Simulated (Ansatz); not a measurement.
Runs of Ansatz 0.2.0 on MoP. The structure is hexagonal, space group P-6m2 (No. 187). Conventional cell: a = 3.223 Å, b = 3.223 Å, c = 3.191 Å, α = 90.00°, β = 90.00°, γ = 120.00°. Around Mo (site symmetry -6m2) lie 6 P at 2.45 Å. P (site symmetry -6m2) is surrounded by 6 Mo at 2.45 Å. 

| task | level | U | cell | hubbard projectors | double counting | target pressure (GPa) | points for each segment of the path | gap on the mesh (eV) | pressure (GPa) |
| --- | --- | --- | --- | --- | --- | --- | --- | --- | --- |
| single point | PBEsol+U | Mo d U = 4 eV | as given | ortho-atomic (the default) | fll (the default) | - | - | none | -5.1 |
| relaxation of cell and atoms | PBEsol | - | relaxed to 20 GPa | - | - | 20 | - | none | 20.0 |
| band structure | PBEsol | - | as given | - | - | - | 14 | none | -3.8 |
| band structure | BLYP | - | as given | - | - | - | 14 | none | (a) |
| band structure | LDA | - | as given | - | - | - | 14 | none | (b) |
| relaxation of cell and atoms | PBEsol | - | relaxed to 10 GPa | - | - | 10 | - | none | 10.0 |
| single point | PBEsol+U | Mo d U = 6 eV | as given | ortho-atomic (the default) | fll (the default) | - | - | none | -5.5 |
| relaxation of cell and atoms | PBEsol | - | relaxed to 30 GPa | - | - | 30 | - | none | 30.0 |

Alike in all rows: potentials or basis Ansatz PAW; no spin polarisation; k mesh 10 × 10 × 8; cutoff (eV) 420; smearing fermi-dirac 0.05 eV.

Question: Estimate the missing entries.

Answer: (a) 13.4; (b) -7.4.

Caveats: the PAW data sets come from PBE, with cores solved anew for the run's functional, which leaves a small shift of forces and pressure; the plane-wave basis is chosen anew once the cell has moved, so the energies of steps on either side of that aren't comparable (some runs); U without spin polarisation on a metal has little footing (some runs); the U is typed as a test and isn't derived for this compound (some runs).

A k mesh can miss the band edges, and the runs leave out spin-orbit coupling on Mo.

A gap of «none» marks a metal or a gap under the smearing width.

Runs at the PBE level aren't shown here.
